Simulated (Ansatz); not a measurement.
# MgS (Niningerite) (Fm-3m) in Ansatz: further runs

Runs on MgS (Niningerite). Level: LDA. Tasks: band structure, single point, equation of state.

Everything below comes from runs of Ansatz 0.2.0. Logs are shortened: lines on timing, memory, paths and dates and some standing lists are left out, and cuts for length are marked.

### Step 1. The structure

It takes space group Fm-3m (No. 225, cubic). The conventional cell has a = 5.203 Å, b = 5.203 Å, c = 5.203 Å, α = 90.00°, β = 90.00°, γ = 90.00°. S (site symmetry m-3m) is surrounded by 6 Mg at 2.60 Å. Mg (site symmetry m-3m) has 6 S at 2.60 Å as nearest neighbours.

### Step 2. Band structure, LDA

The input, input.yaml:

```yaml
crystal:
  lattice:
    - [0.0, 2.60165, 2.60165]
    - [2.60165, 0.0, 2.60165]
    - [2.60165, 2.60165, 0.0]
  atoms:
    - { symbol: S, position: [0.5, 0.5, 0.5] }
    - { symbol: Mg, position: [0.0, 0.0, 0.0] }
hamiltonian:
  xc: lda
  pseudopotentials: { kind: paw }
kpoints:
  mp_grid: { grid: [9, 9, 9] }
  band_path:
    path:
      - [[0.0, 0.0, 0.0], [0.5, 0.0, 0.5], [0.5, 0.25, 0.75], [0.375, 0.375, 0.75], [0.0, 0.0, 0.0], [0.5, 0.5, 0.5], [0.625, 0.25, 0.625], [0.5, 0.25, 0.75], [0.5, 0.5, 0.5], [0.375, 0.375, 0.75]]
      - [[0.625, 0.25, 0.625], [0.5, 0.0, 0.5]]
    npoints: 14
scf:
  occupations: { method: fermi_dirac, width: 0.05 }
  n_extra_bands: 6
output:
  forces: true
  stress: true
  eigenvalues: true
  fatbands: true
```

Potentials or basis: Ansatz PAW.

Run with:

```bash
ansatz run input.yaml --threads 2 --pin off --max-ram 5632MiB --backend cpu --events-out ev --progress --plain --runs-dir out
```

Output:

```text
Warning: RAYON_NUM_THREADS=2 ignored (pool sized by the plan → 2); use --threads N
scf.n_extra_bands = 6 over 8 filled bands (N_el = 16.0): the run solves 14 bands
Engine: ansatz 0.2.0, aarch64-unknown-linux-gnu
Pseudopotentials: kind: paw
Pseudopotential: S, paw, valence charge 6, recommended cutoff 420 eV (normal), S.paw.azcp
Pseudopotential: Mg, paw, valence charge 10, recommended cutoff 420 eV (normal), Mg.paw.azcp
Functional definition: SPW92
  exchange = slater_x
  correlation = pw_c
Crystal: 2 atoms, lattice volume = 35.219 Å³
Basis set: ecut = 420 eV, 701 PW (Γ)
Bands: 14, of which v1, the nominal top of the filled ones, is band 8 counted from 1 (7 counted from 0)
Symmetry: 48 space group operations
Space group: Fm-3m (ITA 225), of the structure as read, at distance tolerance 3.3e-5 Å
k-points: 35 of 729
Non-local potential: S, projectors of the file, l = 0: 2, l = 1: 2, l = 2: 2
Non-local potential: Mg, projectors of the file, l = 0: 3, l = 1: 2, l = 2: 1
PAW form: soft (Blöchl's): semilocal exchange-correlation on the pseudo side does not see the compensation charge
PAW frozen core: S, regenerated for the run's functional, and the local potential with it (the file was generated under x = pbe(κ = 0.804, μ = 0.2195149727645171), c = pbe(β = 0.06672455060314922))
PAW frozen core: Mg, regenerated for the run's functional, and the local potential with it (the file was generated under x = pbe(κ = 0.804, μ = 0.2195149727645171), c = pbe(β = 0.06672455060314922))
PAW one-centre angular grid: S, 110 points (default); XC on 64 Gauss nodes
PAW one-centre angular grid: Mg, 110 points (default); XC on 64 Gauss nodes
Initial density: superposition of atomic densities (neutral atoms: chi_scale 0, normalization atom), corrected by the library's trained network
Initial wavefunctions: pseudopotential atomic-orbital guess
Functional: x = slater, c = lda
SCF iter   1: F=—  HF=-2774.169446 eV  |F-HF|=—  |Δ(HF+E_count)|=         —  Δρ=6.72e-3  dr2=9.41e-3  ethr=1.77e-3  ⟨swp⟩=6.6  Hψ=2820  notcnv=0
preconditioner: auto → none  [insulator: Δε(μ)=2.641 eV  Ē_g=13.270 eV  σ=0.050 eV  W_gap=1.00  n_scr=8 (ndim 8)  ℏωp=17.7 eV  f_vac=0.000  D(μ)=0.00/eV (n_scr^D=0)  ε∞_Penn≈2.8]
SCF iter   2: F=—  HF=-2774.163630 eV  |F-HF|=—  |Δ(HF+E_count)|=   5.82e-3  Δρ=2.59e-3  dr2=1.26e-3  ethr=5.88e-5  ⟨swp⟩=2.6  Hψ=1055  notcnv=0  defer=27
SCF iter   3: F=—  HF=-2774.163025 eV  |F-HF|=—  |Δ(HF+E_count)|=   6.05e-4  Δρ=3.87e-4  dr2=2.96e-5  ethr=7.85e-6  ⟨swp⟩=2.0  Hψ=563  notcnv=0  defer=28
SCF iter   4: F=—  HF=-2774.163014 eV  |F-HF|=—  |Δ(HF+E_count)|=   1.09e-5  Δρ=3.93e-5  dr2=3.11e-7  ethr=1.85e-7  ⟨swp⟩=1.9  Hψ=548  notcnv=0  defer=28
iter 5 did not close the SCF: its close was put off for the readings that it lacked (scf_convergence_deferred on its scf_iter line)
SCF iter   5: F=-2774.163014 eV  HF=-2774.163014 eV  |F-HF|=1.48e-8  |Δ(HF+E_count)|=   1.61e-7  Δρ=8.04e-6  dr2=2.61e-8  ethr=1.94e-9  ⟨swp⟩=2.1  Hψ=710  notcnv=0  defer=28
SCF iter   6: F=-2774.163014 eV  HF=-2774.163014 eV  |F-HF|=6.31e-9  |Δ(HF+E_count)|=   4.06e-9  Δρ=3.88e-6  dr2=8.08e-9  ethr=1.63e-10  ⟨swp⟩=5.6  Hψ=2075  notcnv=0
SCF 1 converged in 6 iterations: F = -2774.163014 eV  dr2 = 8.08e-9
NSCF: frozen V_eff on 142 k-points
SCF converged after 6 iterations
Free energy (F): -2774.163014 eV
Harris-Foulkes:  -2774.163014 eV  (|F-HF|=6.31e-9)
Internal energy: -2774.163014 eV  (E = F + TS)
E sigma→0 (E₀):  -2774.163014 eV
Fermi energy:    7.541730 eV
--- Per-component energies (eV) ---
  E_band       = -333.579250
  E_kinetic    = 185.614005
  E_local      = -1666.716981  (includes V_loc(G=0)·N_el)
  E_nonlocal   = 125.225453
  E_hartree    = 592.116871
  E_xc         = -126.571625
  E_vxc        = -127.150562  (∫ρ·V_xc dr)
  E_paw        = -840.394395  (= ΣΔE_a)
  E_vpaw       = -34.784410  (= ΣTr[D̂ρ^β])
  E_aug_tail   = 0.000001  (compensation charges beyond the density's cutoff)
  E_ewald      = -1043.740020
  E_core_change = 0.303677  (= ΣΔE_core)
  E_smearing   = -0.000000  (= −TS)
  E_closure    = -0.000000  (closes the sum)
  Σ components = -2774.163014   (vs F -2774.163014, Δ=0.00e0)
--- Forces (eV/Å), atoms counted from 1 ---
  atom   1  S      0.00000000    -0.00000000    -0.00000000
  atom   2  Mg    -0.00000000     0.00000000    -0.00000000
  max |Σ_I F_I| component: 5.44e-30 eV/Å
--- Stress (GPa, compression-positive) ---
       -3.280228       0.000000       0.000000
       -0.000000      -3.280228       0.000000
        0.000000       0.000000      -3.280228
  P = ⅓ Tr σ = -3.2802 GPa (-32.802 kbar)
--- Band table (eV; the first three rows and the last of 35) ---
  k-point 0: bands = ["-67.8243", "-35.2495", "-35.2495", "-35.2495", "-6.4657", "6.1869", "6.1869", "6.1869", "9.6681", "13.9843", "13.9843", "13.9843", "16.3537", "16.3537"]
  k-point 1: bands = ["-67.8243", "-35.2503", "-35.2496", "-35.2496", "-6.3435", "5.2953", "6.1049", "6.1049", "10.3684", "13.6963", "14.1971", "14.1971", "15.7789", "15.7789"]
  k-point 2: bands = ["-67.8242", "-35.2523", "-35.2499", "-35.2499", "-6.0041", "3.7178", "5.9148", "5.9148", "10.9598", "13.9957", "13.9957", "14.0251", "15.9854", "15.9854"]
  k-point 34: bands = ["-67.8238", "-35.2543", "-35.2534", "-35.2519", "-4.7477", "2.5958", "3.1730", "4.0292", "11.1848", "13.4280", "13.6910", "15.1365", "19.5655", "19.8114"]
```

bands.tsv:

```text
# k_distance	band_0	band_1	band_2	band_3	band_4	band_5	band_6	band_7	band_8	band_9	band_10	band_11	band_12	band_13
# fermi_ev = 7.541730
# lock_threshold_ev = 1e-12
# [0, 0, 0] at k_distance = 0.000000
[... 154 lines left out ...]
7.629448	-75.365573	-42.797256	-42.793944	-42.793750	-12.297471	-5.553629	-3.274491	-3.029734	1.383559	3.095841	10.199551	10.367889	11.549839	12.683561
7.659943	-75.365573	-42.797295	-42.793882	-42.793772	-12.299333	-5.571832	-3.183606	-3.041893	1.310510	3.004800	10.298767	10.620580	11.633612	12.393633
7.690438	-75.365573	-42.797322	-42.793836	-42.793787	-12.300758	-5.584847	-3.114976	-3.050605	1.253777	2.940511	10.373138	10.870341	11.696011	12.117059
7.720933	-75.365573	-42.797339	-42.793809	-42.793797	-12.301650	-5.592661	-3.072155	-3.055843	1.217686	2.902298	10.419336	11.098708	11.734562	11.872594
7.751428	-75.365573	-42.797345	-42.793800	-42.793800	-12.301953	-5.595267	-3.057590	-3.057590	1.205289	2.889628	10.435017	11.218327	11.747607	11.747607
```

fatbands.tsv:

```text
# ik	k_distance	band	e_minus_ef	s0_l0_3S	s0_l1_3P	mg1_l0_2S	mg1_l0_3S	mg1_l1_2P
# fermi_ev = 7.541730
# lock_threshold_ev = 1e-12
# [0, 0, 0] at k_distance = 0.000000
# [0.5, 0, 0.5] at k_distance = 1.207539
# [0.5, 0.25, 0.75] at k_distance = 1.811308
# [0.375, 0.375, 0.75] at k_distance = 2.238237
# [0, 0, 0] at k_distance = 3.519025
# [0.5, 0.5, 0.5] at k_distance = 4.564784
# [0.625, 0.25, 0.625] at k_distance = 5.304248
# [0.5, 0.25, 0.75] at k_distance = 5.731177
# [0.5, 0.5, 0.5] at k_distance = 6.585036
# [0.375, 0.375, 0.75] at k_distance = 7.324499
# [0.625, 0.25, 0.625] at k_distance = 7.324499
# [0.5, 0, 0.5] at k_distance = 7.751428
# jumps = 127
# n_points = 142
0	0.000000	0	-75.366031	0.000017	0.000000	0.997634	0.002324	0.000000
0	0.000000	1	-42.791246	0.000000	0.000060	0.000000	0.000000	0.999932
0	0.000000	2	-42.791246	0.000000	0.000060	0.000000	0.000000	0.999932
0	0.000000	3	-42.791246	0.000000	0.000060	0.000000	0.000000	0.999932
0	0.000000	4	-14.007454	0.556249	0.000000	0.000843	0.442575	0.000000
0	0.000000	5	-1.354845	0.000000	0.989347	0.000000	0.000000	0.000063
[... 1981 lines left out ...]
141	7.751428	12	11.747607	0.000000	0.024047	0.000000	0.000000	0.000000
141	7.751428	13	11.747607	0.000000	0.024047	0.000000	0.000000	0.000000
```

Run time: 1.7 s. Hardware: 2 threads of Arm Neoverse V1, shared host; peak memory 0.27 GiB.

Results:

```yaml
Free_energy: -2774.1630 eV
Pressure: -3.3 GPa
Band_gap_on_the_k_mesh: 2.69 eV, indirect (least direct gap 3.48 eV)
Band_gap_along_the_path: 2.56 eV, indirect (least direct gap 3.48 eV)
```

Levels at the corners of the path, in eV from the valence-band top:
```
point  band 4  band 5  band 6  band 7  band 8  band 9  band 10  band 11  band 12  band 13
    Γ  -41.44  -12.65    0.00    0.00    0.00    3.48     7.80     7.80     7.80    10.17
    X  -41.44  -10.95   -4.24   -1.70   -1.70    2.56     4.24    11.79    12.57    13.10
    W  -41.44  -10.90   -3.27   -3.27   -2.41    5.07     7.81     7.81     7.85    14.07
    K  -41.44  -10.94   -3.74   -3.24   -1.38    3.71     6.56     9.49     9.92    11.62
    Γ  -41.44  -12.65    0.00    0.00    0.00    3.48     7.80     7.80     7.80    10.17
    L  -41.44  -11.32   -4.90   -0.59   -0.59    4.37     6.72     6.72     9.84    11.95
    U  -41.44  -10.94   -3.74   -3.24   -1.38    3.71     6.56     9.49     9.92    11.62
    W  -41.44  -10.90   -3.27   -3.27   -2.41    5.07     7.81     7.81     7.85    14.07
    L  -41.44  -11.32   -4.90   -0.59   -0.59    4.37     6.72     6.72     9.84    11.95
    K  -41.44  -10.94   -3.74   -3.24   -1.38    3.71     6.56     9.49     9.92    11.62
    U  -41.44  -10.94   -3.74   -3.24   -1.38    3.71     6.56     9.49     9.92    11.62
    X  -41.44  -10.95   -4.24   -1.70   -1.70    2.56     4.24    11.79    12.57    13.10
```

Caveat: the k mesh misses the band edges, so the gap on the mesh is wider than the one along the path; the PAW data sets come from PBE, with cores solved anew for the run's functional, which leaves a small shift of forces and pressure. A hybrid or GW would open this gap; LDA tends to underestimate it.

### Step 3. Single point, LDA, 16.55 Å³/atom (volume scaled by 0.94)

The input, input.yaml:

```yaml
crystal:
  lattice:
    - [0.0, 2.5485401997, 2.5485401997]
    - [2.5485401997, 0.0, 2.5485401997]
    - [2.5485401997, 2.5485401997, 0.0]
  atoms:
    - { symbol: S, position: [0.5, 0.5, 0.5] }
    - { symbol: Mg, position: [0.0, 0.0, 0.0] }
hamiltonian:
  xc: lda
  pseudopotentials: { kind: paw }
kpoints:
  mp_grid: { grid: [9, 9, 9] }
scf:
  occupations: { method: fermi_dirac, width: 0.05 }
output:
  forces: true
  stress: true
  eigenvalues: true
  write_density: true
  write_potential: true
  elf: true
  volumetric_format: npy
```

Potentials or basis: Ansatz PAW.

Run with:

```bash
ansatz run input.yaml --threads 2 --pin off --max-ram 5632MiB --backend cpu --events-out ev --progress --plain --runs-dir out
```

Wall time 0.71 s (2 threads of Arm Neoverse V1, shared host); peak memory 0.27 GiB.

Results (log left out):

```
Free energy            : -2774.1756 eV
Pressure               : 1.6 GPa
Band gap on the k mesh : 2.82 eV, indirect (least direct gap 3.98 eV)
```

Caveat: odd divisions of the mesh miss points on the zone boundary, where band edges often lie, so the gap on the mesh can be too wide; the PAW data sets come from PBE, with cores solved anew for the run's functional, which leaves a small shift of forces and pressure.

### Step 4. Single point, LDA, 16.91 Å³/atom (volume scaled by 0.96)

The input, input.yaml:

```yaml
crystal:
  lattice:
    - [0.0, 2.5664882573, 2.5664882573]
    - [2.5664882573, 0.0, 2.5664882573]
    - [2.5664882573, 2.5664882573, 0.0]
  atoms:
    - { symbol: S, position: [0.5, 0.5, 0.5] }
    - { symbol: Mg, position: [0.0, 0.0, 0.0] }
hamiltonian:
  xc: lda
  pseudopotentials: { kind: paw }
kpoints:
  mp_grid: { grid: [9, 9, 9] }
scf:
  occupations: { method: fermi_dirac, width: 0.05 }
output:
  forces: true
  stress: true
  eigenvalues: true
```

Run with:

```bash
ansatz run input.yaml --threads 2 --pin off --max-ram 5632MiB --backend cpu --events-out ev --progress --plain --runs-dir out
```

Run time: 0.55 s. Hardware: 2 threads of Arm Neoverse V1, shared host; peak memory 0.26 GiB.

The run converged. Its results:

```yaml
Free_energy: -2774.1787 eV
Pressure: -0.2 GPa
Band_gap_on_the_k_mesh: 2.78 eV, indirect (least direct gap 3.81 eV)
```

Caveat: odd divisions of the mesh miss points on the zone boundary, where band edges often lie, so the gap on the mesh can be too wide; the PAW data sets come from PBE, with cores solved anew for the run's functional, which leaves a small shift of forces and pressure.

### Step 5. Single point, LDA, 17.26 Å³/atom (volume scaled by 0.98)

input.yaml: that of step 4 with these lines changed.

```diff
@@ -2,5 +2,5 @@
   lattice:
-    - [0.0, 2.5664882573, 2.5664882573]
-    - [2.5664882573, 0.0, 2.5664882573]
-    - [2.5664882573, 2.5664882573, 0.0]
+    - [0.0, 2.5841887356, 2.5841887356]
+    - [2.5841887356, 0.0, 2.5841887356]
+    - [2.5841887356, 2.5841887356, 0.0]
   atoms:
@@ -19 +19,5 @@
   eigenvalues: true
+  write_density: true
+  write_potential: true
+  elf: true
+  volumetric_format: npy
```

Run with:

```bash
ansatz run input.yaml --threads 2 --pin off --max-ram 5632MiB --backend cpu --events-out ev --progress --plain --runs-dir out
```

Run time: 0.7 s. Hardware: 2 threads of Arm Neoverse V1, shared host; peak memory 0.27 GiB.

It converged, with:

```yaml
Free_energy: -2774.1743 eV
Pressure: -1.8 GPa
Band_gap_on_the_k_mesh: 2.73 eV, indirect (least direct gap 3.64 eV)
```

Caveat: odd divisions of the mesh miss points on the zone boundary, where band edges often lie, so the gap on the mesh can be too wide; the PAW data sets come from PBE, with cores solved anew for the run's functional, which leaves a small shift of forces and pressure.

### Step 6. Single point, LDA, 17.61 Å³/atom

The input, input.yaml:

```yaml
crystal:
  lattice:
    - [0.0, 2.60165, 2.60165]
    - [2.60165, 0.0, 2.60165]
    - [2.60165, 2.60165, 0.0]
  atoms:
    - { symbol: S, position: [0.5, 0.5, 0.5] }
    - { symbol: Mg, position: [0.0, 0.0, 0.0] }
hamiltonian:
  xc: lda
  pseudopotentials: { kind: paw }
kpoints:
  mp_grid: { grid: [9, 9, 9] }
scf:
  occupations: { method: fermi_dirac, width: 0.05 }
output:
  forces: true
  stress: true
  eigenvalues: true
```

Potentials or basis: Ansatz PAW.

Run with:

```bash
ansatz run input.yaml --threads 2 --pin off --max-ram 5632MiB --backend cpu --events-out ev --progress --plain --runs-dir out
```

Run time: 0.62 s. Hardware: 2 threads of Arm Neoverse V1, shared host; peak memory 0.26 GiB.

The run converged. Its results:

```
Free energy            : -2774.1630 eV
Pressure               : -3.3 GPa
Band gap on the k mesh : 2.69 eV, indirect (least direct gap 3.48 eV)
```

Caveat: odd divisions of the mesh miss points on the zone boundary, where band edges often lie, so the gap on the mesh can be too wide; the PAW data sets come from PBE, with cores solved anew for the run's functional, which leaves a small shift of forces and pressure.

### Step 7. Single point, LDA, 17.96 Å³/atom (volume scaled by 1.02)

input.yaml: that of step 6 with these lines changed.

```diff
@@ -2,5 +2,5 @@
   lattice:
-    - [0.0, 2.60165, 2.60165]
-    - [2.60165, 0.0, 2.60165]
-    - [2.60165, 2.60165, 0.0]
+    - [0.0, 2.6188799723, 2.6188799723]
+    - [2.6188799723, 0.0, 2.6188799723]
+    - [2.6188799723, 2.6188799723, 0.0]
   atoms:
```

Run with:

```bash
ansatz run input.yaml --threads 2 --pin off --max-ram 5632MiB --backend cpu --events-out ev --progress --plain --runs-dir out
```

Run time: 0.61 s. Hardware: 2 threads of Arm Neoverse V1, shared host; peak memory 0.27 GiB.

It converged, with:

```yaml
Free_energy: -2774.1456 eV
Pressure: -4.6 GPa
Band_gap_on_the_k_mesh: 2.65 eV, indirect (least direct gap 3.33 eV)
```

Caveat: odd divisions of the mesh miss points on the zone boundary, where band edges often lie, so the gap on the mesh can be too wide; the PAW data sets come from PBE, with cores solved anew for the run's functional, which leaves a small shift of forces and pressure.

### Step 8. Single point, LDA, 18.31 Å³/atom (volume scaled by 1.04)

input.yaml: that of step 7 with these lines changed.

```diff
@@ -2,5 +2,5 @@
   lattice:
-    - [0.0, 2.6188799723, 2.6188799723]
-    - [2.6188799723, 0.0, 2.6188799723]
-    - [2.6188799723, 2.6188799723, 0.0]
+    - [0.0, 2.6358861629, 2.6358861629]
+    - [2.6358861629, 0.0, 2.6358861629]
+    - [2.6358861629, 2.6358861629, 0.0]
   atoms:
```

Run with:

```bash
ansatz run input.yaml --threads 2 --pin off --max-ram 5632MiB --backend cpu --events-out ev --progress --plain --runs-dir out
```

It took 0.61 s on 2 threads of Arm Neoverse V1, shared host; peak memory 0.27 GiB.

Results (log left out):

```yaml
Free_energy: -2774.1228 eV
Pressure: -5.8 GPa
Band_gap_on_the_k_mesh: 2.61 eV, indirect (least direct gap 3.18 eV)
```

Caveat: odd divisions of the mesh miss points on the zone boundary, where band edges often lie, so the gap on the mesh can be too wide; the PAW data sets come from PBE, with cores solved anew for the run's functional, which leaves a small shift of forces and pressure.

### Step 9. Single point, LDA, 18.67 Å³/atom (volume scaled by 1.06)

input.yaml: that of step 8 with these lines changed.

```diff
@@ -2,5 +2,5 @@
   lattice:
-    - [0.0, 2.6358861629, 2.6358861629]
-    - [2.6358861629, 0.0, 2.6358861629]
-    - [2.6358861629, 2.6358861629, 0.0]
+    - [0.0, 2.6526756995, 2.6526756995]
+    - [2.6526756995, 0.0, 2.6526756995]
+    - [2.6526756995, 2.6526756995, 0.0]
   atoms:
@@ -19 +19,5 @@
   eigenvalues: true
+  write_density: true
+  write_potential: true
+  elf: true
+  volumetric_format: npy
```

Potentials or basis: Ansatz PAW.

Run with:

```bash
ansatz run input.yaml --threads 2 --pin off --max-ram 5632MiB --backend cpu --events-out ev --progress --plain --runs-dir out
```

It took 0.79 s on 2 threads of Arm Neoverse V1, shared host; peak memory 0.27 GiB.

The run converged. Its results:

```yaml
Free_energy: -2774.0950 eV
Pressure: -6.9 GPa
Band_gap_on_the_k_mesh: 2.57 eV, indirect (least direct gap 3.05 eV)
```

Caveat: odd divisions of the mesh miss points on the zone boundary, where band edges often lie, so the gap on the mesh can be too wide; the PAW data sets come from PBE, with cores solved anew for the run's functional, which leaves a small shift of forces and pressure.

### Step 10. Equation of state, LDA

Potentials or basis: Ansatz PAW.

This step only gathers the single runs of the series.

Results:

```yaml
Equilibrium_volume: 16.87 Å³/atom
Bulk_modulus: 83 GPa
Pressure_derivative_of_the_bulk_modulus: 4.1
```

Energy against volume, from the lowest point:
```
volume (Å³/atom)  energy (meV/atom)
          16.553               1.55
          16.905               0.00
          17.257               2.23
          17.609               7.86
          17.962              16.54
          18.314              27.98
          18.666              41.89
```

LDA usually gives volumes a few per cent too small. Zero-point motion and thermal expansion aren't in these numbers.
